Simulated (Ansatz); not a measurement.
All numbers below come from DFT PBE, scalar-relativistic, plane waves, PAW (Ansatz 0.2.0). Settings: cutoff 420 eV, Γ-centred meshes spaced at most about 0.3 Å⁻¹, and about 0.25 Å⁻¹ or finer for metals (2π included), Gaussian smearing. No spin polarisation in the final relaxations.

These are static total energies at zero pressure.

Two forms of WC were relaxed alike.

1.

Space group P4/mmm (No. 123). a = 2.940 Å, b = 2.940 Å, c = 3.028 Å, α = 90.00°, β = 90.00°, γ = 90.00°
| atom | site | symmetry | x | y | z |
| --- | --- | --- | --- | --- | --- |
| W | 1a | 4/mmm | 0.0000 | 0.0000 | 0.0000 |
| C | 1c | 4/mmm | 0.5000 | 0.5000 | 0.0000 |

2.

Space group P-6m2 (No. 187). a = 2.922 Å, b = 2.922 Å, c = 2.847 Å, α = 90.00°, β = 90.00°, γ = 120.00°
| atom | site | symmetry | x | y | z |
| --- | --- | --- | --- | --- | --- |
| W | 1a | -6m2 | 0.0000 | 0.0000 | 0.0000 |
| C | 1f | -6m2 | 0.6667 | 0.3333 | 0.5000 |

Problem. Which form is favoured at zero pressure, and by what margin per atom?

Solution. Cell 2 is lower, by 0.88 eV/atom. Cell 1 has space group P4/mmm (No. 123), 13.1 Å³/atom and no gap on its mesh; cell 2 has the tungsten carbide type, space group P-6m2 (No. 187), 10.5 Å³/atom and no gap. Counting C atoms around W (those within 1.25 times the shortest such distance or 1.15 times the sum of covalent radii, 1.27 where that leaves under three), cell 1 has W 4 and cell 2 has W 6. The denser one is the lower, and pressure would at first widen the difference. In cell 1, W is surrounded by 4 C at 2.08 Å and 6 W at 2.94–3.03 Å; C has 4 W at 2.08 Å. In cell 2, W has 6 C at 2.21 Å and 8 W at 2.85–2.92 Å; C has 6 W at 2.21 Å. Origin: cell 1 was invented; cell 2 is a measured cell (COD), relaxed.

These runs have no spin–orbit coupling, which can matter for W. With atoms moved at random, P-6m2 came back. Other cells relaxed within their symmetry can be saddle points.

The tungsten carbide type is clearly favoured over the planar alternative, in line with its being the known form of WC at ambient conditions. The shorter W–C contacts of cell 1, 2.08 Å against 2.21 Å, don't signal stronger overall bonding: with fewer neighbours, each contact contracts, but this doesn't make up for the lost ones. In its flat WC sheets, the carbon p orbital normal to the plane has no tungsten neighbour to form a σ bond with. The trigonal prisms of cell 2 instead let all three carbon p orbitals mix strongly with W 5d states, and its W–W contacts are also shorter and more numerous. The energy gap therefore probably reflects both lost p–d covalency and weaker metal–metal bonding, though total energies alone can't separate the two. Beating so open a square-planar arrangement is a mild test, and the result leaves open the margin over the rock-salt type, the more relevant competitor known at high temperature.
